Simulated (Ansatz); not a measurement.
Convergence of CuI

```
Cu I
1.0
     0.00000    3.03150    3.03150
     3.03150    0.00000    3.03150
     3.03150    3.03150    0.00000
Cu I
1 1
Direct
  0.75000 0.75000 0.75000
  0.00000 0.00000 0.00000
```

Atom numbers follow the list: Cu1, I2.

The cell is COD entry 9004456, as deposited and not checked against the literature; nothing was relaxed. It differs from other determinations.

No spin–orbit coupling, which matters for the heavy atoms here.

Level of theory: Ansatz 0.2.0, DFT, PBE, PAW with Ansatz's default frozen-core files, scalar-relativistic.

The runs use a Γ-centred 9×9×9 k mesh, Fermi–Dirac smearing of 0.03 eV, cutoff 420 eV, no spin polarisation. One setting is then changed at a time.

P includes the program's estimate of the Pulay (finite-basis) term, listed apart; without it the pressure would be far more sensitive to the cutoff.

```
PAW cutoff (eV)  free energy less the base's (meV/atom)  P (GPa)  Pulay term in P (GPa)  gap on the mesh (eV)
     420 (base)                                     0.0     0.31                   0.04                 1.122
            150                                   82496    19.86                1859.61                 2.967
            200                                   11900     3.33                 352.83                 2.032
            300                                     155     0.65                   9.63                 1.170
            500                                    -2.1     0.31                   0.02                 1.123
            800                                    -2.6     0.31                   0.00                 1.123
```
